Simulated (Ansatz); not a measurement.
The system is CoO.

```
Co O
1.0
     1.50547    0.86918    2.43993
    -1.50547    0.86918    2.43993
     0.00000   -1.73837    2.43993
Co O
1 1
Direct
  0.00000 0.00000 0.00000
  0.50000 0.50000 0.50000
```

The cell is a database's computed one.

Alike in all runs: program Ansatz 0.2.0; functional PBEsol; potentials or basis Ansatz PAW; cutoff 420 eV (not typed: the program's choice for these potentials); k mesh 9 × 9 × 9; occupations fermi-dirac, width 0.05 eV.

Only the start or the spin constraint differs. Which run ends lowest in energy?
A. collinear spin, ferromagnetic start of up to 2.5 μB; fixed moment 2.5
B. collinear spin, ferromagnetic start of up to 1.5 μB; fixed moment 1.5
C. collinear spin, ferromagnetic start of up to 1 μB; fixed moment 1
D. collinear spin, ferromagnetic start of up to 2 μB; fixed moment 2
E. collinear spin, ferromagnetic start of up to 0.5 μB; fixed moment 0.5
F. collinear spin, ferromagnetic start of up to 3 μB; fixed moment 3

F.

```csv
start,free energy over the lowest (meV/atom),net moment (μB),site or absolute moments (μB),gap
"collinear spin, program default start; fixed moment 0",239.5,0.00,-,-
"collinear spin, ferromagnetic start of up to 2 μB; fixed moment 2",56.1,2.00,Co +1.80; O +0.10,-
"collinear spin, ferromagnetic start of up to 3 μB; fixed moment 3",0.0,3.00,Co +2.53; O +0.36,-
"collinear spin, ferromagnetic start of up to 2.5 μB; fixed moment 2.5",17.3,2.50,Co +2.18; O +0.21,-
"collinear spin, ferromagnetic start of up to 4 μB; fixed moment 4",1254.2,4.00,Co +2.90; O +0.69,-
"collinear spin, ferromagnetic start of up to 1 μB; fixed moment 1",172.4,1.00,Co +0.94; O +0.00,-
"collinear spin, ferromagnetic start of up to 1.5 μB; fixed moment 1.5",115.2,1.50,Co +1.39; O +0.04,-
"collinear spin, ferromagnetic start of up to 0.5 μB; fixed moment 0.5",219.8,0.50,Co +0.48; O -0.01,-
```

All polarised runs hold their moment fixed, so the table maps the energy against it. A still lower state may exist.

Caveats: the total moment is fixed, so each spin has its own Fermi level; a cell with one magnetic atom can't hold antiferromagnetic order, which such compounds often take (some runs).
